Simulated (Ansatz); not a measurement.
# FeO (Fm-3m) in Ansatz: a series of runs, part 2 of 2

Ansatz 0.2.0. Earlier steps stand in the parts before.

## (4) Band structure, LDA, collinear spin, ferromagnetic start

The input, input.yaml:

```yaml
crystal:
  lattice:
    - [0.0, 2.15540016, 2.15540016]
    - [2.15540016, 0.0, 2.15540016]
    - [2.15540016, 2.15540016, 0.0]
  atoms:
    - { symbol: Fe, position: [0.0, 0.0, 0.0], spin: 3.0 }
    - { symbol: O, position: [0.5, 0.5, 0.5] }
hamiltonian:
  xc: lda
  pseudopotentials: { kind: paw }
magnetization:
  spin_polarized: true
kpoints:
  mp_grid: { grid: [6, 6, 6] }
  band_path:
    path:
      - [[0.0, 0.0, 0.0], [0.5, 0.0, 0.5], [0.5, 0.25, 0.75], [0.375, 0.375, 0.75], [0.0, 0.0, 0.0], [0.5, 0.5, 0.5], [0.625, 0.25, 0.625], [0.5, 0.25, 0.75], [0.5, 0.5, 0.5], [0.375, 0.375, 0.75]]
      - [[0.625, 0.25, 0.625], [0.5, 0.0, 0.5]]
    npoints: 14
scf:
  occupations: { method: fermi_dirac, width: 0.05 }
  n_extra_bands: 6
output:
  forces: true
  stress: true
  eigenvalues: true
  fatbands: true
```

Potentials or basis: Ansatz PAW.

The run is started by

```sh
$ ansatz run input.yaml --threads 2 --pin off --max-ram 5632MiB --backend cpu --events-out ev --progress --plain --runs-dir out
```

Standard output:

```text
Warning: RAYON_NUM_THREADS=2 ignored (pool sized by the plan → 2); use --threads N
scf.n_extra_bands = 6 over 11 filled bands (N_el = 22.0): the run solves 17 bands
Engine: ansatz 0.2.0, x86_64-unknown-linux-gnu
Pseudopotentials: kind: paw
Pseudopotential: Fe, paw, valence charge 16, recommended cutoff 420 eV (normal), Fe.paw.azcp
Pseudopotential: O, paw, valence charge 6, recommended cutoff 420 eV (normal), O.paw.azcp
Functional definition: SPW92
  exchange = slater_x
  correlation = pw_c
Crystal: 2 atoms, lattice volume = 20.027 Å³
Basis set: ecut = 420 eV, 387 PW (Γ)
Bands: 17, of which v1, the nominal top of the filled ones, is band 11 counted from 1 (10 counted from 0)
Symmetry: 48 space group operations
Space group: Fm-3m (ITA 225), of the structure as read, at distance tolerance 2.7e-5 Å
Magnetic group: BNS 225.116 (UNI 1618), of the structure as read, at distance tolerance 2.7e-5 Å
k-points: 16 of 216
Non-local potential: Fe, projectors of the file, l = 0: 3, l = 1: 2, l = 2: 3, l = 3: 1
Non-local potential: O, projectors of the file, l = 0: 2, l = 1: 2, l = 2: 1
PAW form: soft (Blöchl's): semilocal exchange-correlation on the pseudo side does not see the compensation charge
PAW frozen core: Fe, regenerated for the run's functional, and the local potential with it (the file was generated under x = pbe(κ = 0.804, μ = 0.2195149727645171), c = pbe(β = 0.06672455060314922))
PAW frozen core: O, regenerated for the run's functional, and the local potential with it (the file was generated under x = pbe(κ = 0.804, μ = 0.2195149727645171), c = pbe(β = 0.06672455060314922))
PAW one-centre angular grid: Fe, 590 points (default); XC on 64 Gauss nodes
PAW one-centre angular grid: O, 110 points (default); XC on 64 Gauss nodes
Initial density: superposition of atomic densities (chi_scale 0.1, normalization cell, long waves kept (reshape's long-wave potential 0.00 eV rms))
Starting moments: Σ|m| = 3 μB on 1 of 2 sites
Initial wavefunctions: pseudopotential atomic-orbital guess
Functional: x = slater, c = lda
SCF iter   1: F=—  HF=-4973.881193 eV  |F-HF|=—  |Δ(HF+E_count)|=         —  Δρ=1.32e-1 (↑1.32e-1 ↓6.91e-2)  dr2=3.77e0  dr2_m=9.87e-1  M=3.651 μB ∫|m|=3.651 μB  β_m=0.30  ethr=3.10e-3  ⟨swp⟩=4.3  Hψ=2259  notcnv=0
Mixer restart at iter 1: flushing history
preconditioner: auto → none  [metal: Δε(μ)=0.017 eV  Ē_g=12.900 eV  σ=0.050 eV  W_gap=0.09  n_scr=8 (ndim 8)  ℏωp=31.0 eV  f_vac=0.000  D(μ)=3.58/eV (n_scr^D=58)  sad-step TF]
SCF iter   2: F=—  HF=-4974.014395 eV  |F-HF|=—  |Δ(HF+E_count)|=   1.33e-1  Δρ=8.41e-2 (↑8.41e-2 ↓5.77e-2)  dr2=5.00e-1  dr2_m=8.21e-1  M=3.874 μB ∫|m|=3.874 μB  β_m=0.47  ethr=3.10e-3  ⟨swp⟩=2.7  Hψ=1243  notcnv=0  defer=12
SCF iter   3: F=—  HF=-4974.169158 eV  |F-HF|=—  |Δ(HF+E_count)|=   1.55e-1  Δρ=3.14e-2 (↑2.95e-2 ↓3.14e-2)  dr2=6.22e-1  dr2_m=2.72e-2  M=3.765 μB ∫|m|=3.766 μB  β_m=0.45  ethr=2.27e-3  ⟨swp⟩=1.6  Hψ=880  notcnv=0  defer=12
SCF iter   4: F=—  HF=-4974.153714 eV  |F-HF|=—  |Δ(HF+E_count)|=   1.54e-2  Δρ=1.39e-2 (↑1.39e-2 ↓1.34e-2)  dr2=2.18e-2  dr2_m=2.43e-2  M=3.997 μB ∫|m|=4.000 μB  β_m=0.48  ethr=2.27e-3  ⟨swp⟩=2.2  Hψ=871  notcnv=0  defer=12
SCF iter   5: F=—  HF=-4974.154576 eV  |F-HF|=—  |Δ(HF+E_count)|=         —  Δρ=5.15e-3 (↑4.34e-3 ↓5.15e-3)  dr2=5.06e-3  dr2_m=1.81e-3  M=3.998 μB ∫|m|=4.002 μB  β_m=0.48  ethr=9.89e-5  ⟨swp⟩=2.1  Hψ=1083  notcnv=0  defer=13
Mixer restart at iter 5: flushing history
SCF iter   6: F=—  HF=-4974.157709 eV  |F-HF|=—  |Δ(HF+E_count)|=   3.13e-3  Δρ=2.32e-3 (↑2.12e-3 ↓2.32e-3)  dr2=3.42e-4  dr2_m=7.78e-4  M=3.998 μB ∫|m|=4.002 μB  β_m=0.54  ethr=2.30e-5  ⟨swp⟩=2.6  Hψ=1001  notcnv=0  defer=13
SCF iter   7: F=—  HF=-4974.158370 eV  |F-HF|=—  |Δ(HF+E_count)|=   6.61e-4  Δρ=2.15e-3 (↑1.30e-3 ↓2.15e-3)  dr2=1.12e-3  dr2_m=1.80e-4  M=4.000 μB ∫|m|=4.004 μB  β_m=0.63  ethr=1.55e-6  ⟨swp⟩=2.0  Hψ=1004  notcnv=0  defer=13
SCF iter   8: F=—  HF=-4974.158737 eV  |F-HF|=—  |Δ(HF+E_count)|=   3.67e-4  Δρ=2.41e-4 (↑2.41e-4 ↓1.73e-4)  dr2=3.77e-6  dr2_m=5.38e-6  M=4.000 μB ∫|m|=4.004 μB  β_m=0.72  ethr=1.55e-6  ⟨swp⟩=2.2  Hψ=1009  notcnv=0  defer=13
SCF iter   9: F=—  HF=-4974.158736 eV  |F-HF|=—  |Δ(HF+E_count)|=   1.48e-6  Δρ=8.68e-5 (↑8.68e-5 ↓7.02e-5)  dr2=2.75e-6  dr2_m=1.28e-7  M=4.000 μB ∫|m|=4.004 μB  β_m=0.63  ethr=1.72e-8  ⟨swp⟩=2.0  Hψ=966  notcnv=0  defer=13
SCF iter  10: F=—  HF=-4974.158735 eV  |F-HF|=—  |Δ(HF+E_count)|=   7.33e-7  Δρ=3.26e-5 (↑3.26e-5 ↓4.49e-6)  dr2=1.19e-7  dr2_m=5.88e-8  M=4.000 μB ∫|m|=4.004 μB  β_m=0.75  ethr=1.25e-8  ⟨swp⟩=2.1  Hψ=766  notcnv=0  defer=13
SCF iter  11: F=-4974.158735 eV  HF=-4974.158735 eV  |F-HF|=1.46e-9  |Δ(HF+E_count)|=   4.18e-8  Δρ=2.90e-6 (↑2.75e-6 ↓2.90e-6)  dr2=1.79e-9  dr2_m=1.01e-9  M=4.000 μB ∫|m|=4.004 μB  ethr=4.55e-10  ⟨swp⟩=2.9  Hψ=1861  notcnv=0
SCF 1 converged in 11 iterations: F = -4974.158735 eV  dr2 = 1.79e-9
NSCF: frozen V_eff on 142 k-points
SCF converged after 11 iterations
Magnetization: 3.9998 μB (12.9999 up, 9.0001 down)
Absolute magnetization: 4.0041 μB (∫|ρ↑−ρ↓|, with the PAW one-centre terms)
Spin contamination: 0.0100 ħ² per cell (⟨S²⟩ above its minimum at these occupations)
Per-site moments (μB) at R_I (Å): [(3.4177013109372996, 0.889102566), (0.3364959054152366, 0.889102566)]
Free energy (F): -4974.158735 eV
Harris-Foulkes:  -4974.158735 eV  (|F-HF|=1.46e-9)
Internal energy: -4974.143893 eV  (E = F + TS)
E sigma→0 (E₀):  -4974.151314 eV
Entropy (-TS):   -0.014842 eV (-7.421 meV/atom)
Fermi energy:    14.155603 eV
--- Per-component energies (eV) ---
  E_band       = -271.239371
  E_kinetic    = 514.015810
  E_local      = -2601.020532  (includes V_loc(G=0)·N_el)
  E_nonlocal   = 284.338374
  E_hartree    = 1055.951075
  E_xc         = -185.542892
  E_vxc        = -239.494122  (∫ρ·V_xc dr)
  E_paw        = -1456.931170  (= ΣΔE_a)
  E_vpaw       = -340.984326  (= ΣTr[D̂ρ^β])
  E_aug_tail   = 0.003404  (compensation charges beyond the density's cutoff)
  E_ewald      = -2585.456420
  E_core_change = 0.498457  (= ΣΔE_core)
  E_smearing   = -0.014842  (= −TS)
  E_closure    = 0.000000  (closes the sum)
  Σ components = -4974.158735   (vs F -4974.158735, Δ=0.00e0)
--- Forces (eV/Å), atoms counted from 1 ---
  atom   1  Fe    -0.00000000     0.00000000    -0.00000000
  atom   2  O      0.00000000    -0.00000000     0.00000000
  max |Σ_I F_I| component: 1.80e-29 eV/Å
--- Stress (GPa, compression-positive) ---
      -15.440377       0.000000      -0.000000
       -0.000000     -15.440377       0.000000
        0.000000      -0.000000     -15.440377
  P = ⅓ Tr σ = -15.4404 GPa (-154.404 kbar)
--- Band table (eV; the first three rows and the last of 32) ---
  k-point 0 ↑: bands = ["-74.8352", "-41.2409", "-41.2409", "-41.2409", "-6.3620", "10.2832", "10.2832", "10.2832", "10.4007", "10.4007", "10.4007", "10.6697", "10.6697", "14.2145", "29.2486", "31.0004", "31.0004"]
  k-point 1 ↑: bands = ["-74.8338", "-41.2549", "-41.2428", "-41.2428", "-6.0849", "8.3683", "8.9415", "8.9415", "10.6233", "10.6233", "10.9375", "12.1083", "12.1083", "15.7556", "26.2769", "29.9263", "29.9263"]
  k-point 2 ↑: bands = ["-74.8309", "-41.2826", "-41.2464", "-41.2464", "-5.4668", "6.2210", "7.9061", "7.9061", "11.0319", "11.0319", "11.4406", "13.4255", "13.4255", "17.6689", "23.2917", "27.5341", "27.5341"]
  k-point 15 ↓: bands = ["-70.8474", "-37.4289", "-37.4104", "-37.4017", "-4.4389", "7.6189", "8.6572", "8.8222", "13.3332", "14.6172", "14.9193", "15.0259", "15.6337", "21.8540", "23.5358", "24.6413", "27.6288"]
```

Run time: 2.7 s. Hardware: 2 threads of Intel Xeon Platinum 8259CL at 2.50GHz (Skylake/Cascade Lake), shared host; peak memory 0.36 GiB.

What came out:

```yaml
Free_energy: -4974.1587 eV
Pressure: -15.4 GPa
Band_gap_on_the_k_mesh: none (metal or under the smearing width)
Net_moment: 4.00 μB per cell
Absolute_moment: 4.00 μB per cell
Site_moments: Fe +3.42; O +0.34 μB
```

Levels at the corners of the path, in eV from the Fermi level:
Spin up:
| point | band 10 | band 11 | band 12 | band 13 | band 14 | band 15 | band 16 | band 17 |
| --- | --- | --- | --- | --- | --- | --- | --- | --- |
| Γ | -3.75 | -3.75 | -3.49 | -3.49 | 0.06 | 15.09 | 16.84 | 16.84 |
| X | -3.08 | -2.63 | -2.63 | -2.56 | 5.11 | 8.56 | 10.67 | 14.48 |
| W | -2.91 | -2.69 | -2.63 | -1.57 | 7.28 | 8.83 | 8.83 | 11.62 |
| K | -2.77 | -2.50 | -2.27 | -1.55 | 6.61 | 8.58 | 8.61 | 13.89 |
| Γ | -3.75 | -3.75 | -3.49 | -3.49 | 0.06 | 15.09 | 16.84 | 16.84 |
| L | -2.91 | -2.37 | -0.20 | -0.20 | 3.95 | 8.32 | 12.33 | 12.33 |
| U | -2.77 | -2.50 | -2.27 | -1.55 | 6.61 | 8.58 | 8.61 | 13.89 |
| W | -2.91 | -2.69 | -2.63 | -1.57 | 7.28 | 8.83 | 8.83 | 11.62 |
| L | -2.91 | -2.37 | -0.20 | -0.20 | 3.95 | 8.32 | 12.33 | 12.33 |
| K | -2.77 | -2.50 | -2.27 | -1.55 | 6.61 | 8.58 | 8.61 | 13.89 |
| U | -2.77 | -2.50 | -2.27 | -1.55 | 6.61 | 8.58 | 8.61 | 13.89 |
| X | -3.08 | -2.63 | -2.63 | -2.56 | 5.11 | 8.56 | 10.67 | 14.48 |
Spin down:
```csv
point,band 6,band 7,band 8,band 9,band 10,band 11,band 12,band 13
Γ,-3.25,-3.25,-3.25,-0.76,-0.76,-0.76,-0.01,-0.01
X,-6.88,-4.43,-4.43,-2.15,0.54,0.76,0.76,0.99
W,-6.10,-6.10,-5.58,-0.05,-0.05,0.76,0.89,1.64
K,-6.50,-6.14,-4.88,-0.82,0.57,0.68,1.15,1.60
Γ,-3.25,-3.25,-3.25,-0.76,-0.76,-0.76,-0.01,-0.01
L,-8.05,-5.21,-5.21,0.40,0.40,0.61,2.67,2.67
U,-6.50,-6.14,-4.88,-0.82,0.57,0.68,1.15,1.60
W,-6.10,-6.10,-5.58,-0.05,-0.05,0.76,0.89,1.64
L,-8.05,-5.21,-5.21,0.40,0.40,0.61,2.67,2.67
K,-6.50,-6.14,-4.88,-0.82,0.57,0.68,1.15,1.60
U,-6.50,-6.14,-4.88,-0.82,0.57,0.68,1.15,1.60
X,-6.88,-4.43,-4.43,-2.15,0.54,0.76,0.76,0.99
```

Caveat: the k mesh is coarse (spacing up to 0.42 Å⁻¹), so the values aren't converged; the pressure holds a Pulay correction of +0.8 GPa for the finite cutoff; a cell with one magnetic atom can't hold antiferromagnetic order, which such compounds often take; semilocal functionals often make such compounds metallic where correlation or magnetic order opens a gap, which also shifts bond lengths; the PAW data sets come from PBE, with cores solved anew for the run's functional, which leaves a small shift of forces and pressure.

## (5) Band structure, PBE, collinear spin, ferromagnetic start

Edit input.yaml of step 4 so:

```diff
@@ -9,3 +9,3 @@
 hamiltonian:
-  xc: lda
+  xc: pbe
   pseudopotentials: { kind: paw }
@@ -27,2 +27,6 @@
   eigenvalues: true
-  fatbands: true
+  fatbands: false
+  write_density: true
+  write_potential: true
+  elf: true
+  volumetric_format: npy
```

The run is started by

```sh
$ ansatz run input.yaml --threads 2 --pin off --max-ram 5632MiB --backend cpu --events-out ev --progress --plain --runs-dir out
```

Wall time 2.3 s (2 threads of Intel Xeon Platinum 8259CL at 2.50GHz (Skylake/Cascade Lake), shared host); peak memory 0.35 GiB.

It converged, with:

```
Free energy            : -5047.1137 eV
Pressure               : 0.0 GPa
Band gap on the k mesh : none (metal or under the smearing width)
Net moment             : 4.01 μB per cell
Absolute moment        : 4.02 μB per cell
Site moments           : Fe +3.45; O +0.32 μB
```

Levels at the corners of the path, in eV from the Fermi level:
Spin up:
```tsv
point	band 11	band 12	band 13	band 14	band 15	band 16
Γ	-3.88	-3.69	-3.69	-0.01	15.19	16.93
X	-2.82	-2.80	-2.80	5.18	8.64	10.70
W	-2.93	-2.80	-1.74	7.35	8.90	8.90
K	-2.66	-2.49	-1.73	6.68	8.66	8.66
Γ	-3.88	-3.69	-3.69	-0.01	15.19	16.93
L	-2.51	-0.36	-0.36	3.98	8.37	12.45
U	-2.66	-2.49	-1.73	6.68	8.66	8.66
W	-2.93	-2.80	-1.74	7.35	8.90	8.90
L	-2.51	-0.36	-0.36	3.98	8.37	12.45
K	-2.66	-2.49	-1.73	6.68	8.66	8.66
U	-2.66	-2.49	-1.73	6.68	8.66	8.66
X	-2.82	-2.80	-2.80	5.18	8.64	10.70
```
Spin down:
```tsv
point	band 5	band 6	band 7	band 8	band 9	band 10	band 11	band 12	band 13	band 14
Γ	-20.28	-3.34	-3.34	-3.34	-0.75	-0.75	-0.75	0.21	0.21	0.79
X	-19.07	-6.96	-4.51	-4.51	-2.14	0.74	0.74	0.76	1.16	6.53
W	-18.97	-6.17	-6.17	-5.60	-0.06	-0.06	0.75	1.08	1.83	8.70
K	-18.99	-6.58	-6.19	-4.92	-0.82	0.56	0.66	1.32	1.77	7.95
Γ	-20.28	-3.34	-3.34	-3.34	-0.75	-0.75	-0.75	0.21	0.21	0.79
L	-19.07	-8.08	-5.21	-5.21	0.39	0.39	0.59	2.80	2.80	4.47
U	-18.99	-6.58	-6.19	-4.92	-0.82	0.56	0.66	1.32	1.77	7.95
W	-18.97	-6.17	-6.17	-5.60	-0.06	-0.06	0.75	1.08	1.83	8.70
L	-19.07	-8.08	-5.21	-5.21	0.39	0.39	0.59	2.80	2.80	4.47
K	-18.99	-6.58	-6.19	-4.92	-0.82	0.56	0.66	1.32	1.77	7.95
U	-18.99	-6.58	-6.19	-4.92	-0.82	0.56	0.66	1.32	1.77	7.95
X	-19.07	-6.96	-4.51	-4.51	-2.14	0.74	0.74	0.76	1.16	6.53
```

Caveat: the k mesh is coarse (spacing up to 0.42 Å⁻¹), so the values aren't converged; the pressure holds a Pulay correction of +0.6 GPa for the finite cutoff; a cell with one magnetic atom can't hold antiferromagnetic order, which such compounds often take; semilocal functionals often make such compounds metallic where correlation or magnetic order opens a gap, which also shifts bond lengths. With open d or f shells a metallic result of PBE can be an artefact of self-interaction; +U or a hybrid may open a gap.

## (6) Summary

```csv
task,level,U,cell,k mesh,hubbard projectors,double counting,points for each segment of the path,mesh quality,gap on the mesh (eV),pressure (GPa),moment (μB),relaxed volume (Å³/atom)
relaxation of cell and atoms,PBE+U,Fe d U = 6 eV,relaxed,11 × 11 × 11,ortho-atomic (the default),fll (the default),-,not flagged,0.92,0.0,4.00,10.92
relaxation of cell and atoms,PBE+U,Fe d U = 8 eV,relaxed,11 × 11 × 11,ortho-atomic (the default),fll (the default),-,not flagged,1.00,0.0,4.00,11.07
band structure,LDA,-,as given,6 × 6 × 6,-,-,14,coarse,none,-15.4,4.00,-
band structure,PBE,-,as given,6 × 6 × 6,-,-,14,coarse,none,0.0,4.01,-
```

Alike in all rows: potentials or basis Ansatz PAW; spin collinear, ferromagnetic start; cutoff (eV) 420; smearing fermi-dirac 0.05 eV.

Caveats: some runs use coarse meshes; a cell with one magnetic atom can't hold antiferromagnetic order, which such compounds often take; the magnetic or orbital state may not be the lowest (some runs); the electronic state changed during the relaxation (some runs); odd divisions of the mesh miss points on the zone boundary, where band edges often lie, so the gap on the mesh can be too wide (some runs); the plane-wave basis is chosen anew once the cell has moved, so the energies of steps on either side of that aren't comparable (some runs); semilocal functionals often make such compounds metallic where correlation or magnetic order opens a gap, which also shifts bond lengths (some runs); the PAW data sets come from PBE, with cores solved anew for the run's functional, which leaves a small shift of forces and pressure (some runs).

Absolute energies hang on the potentials; compare differences alone.
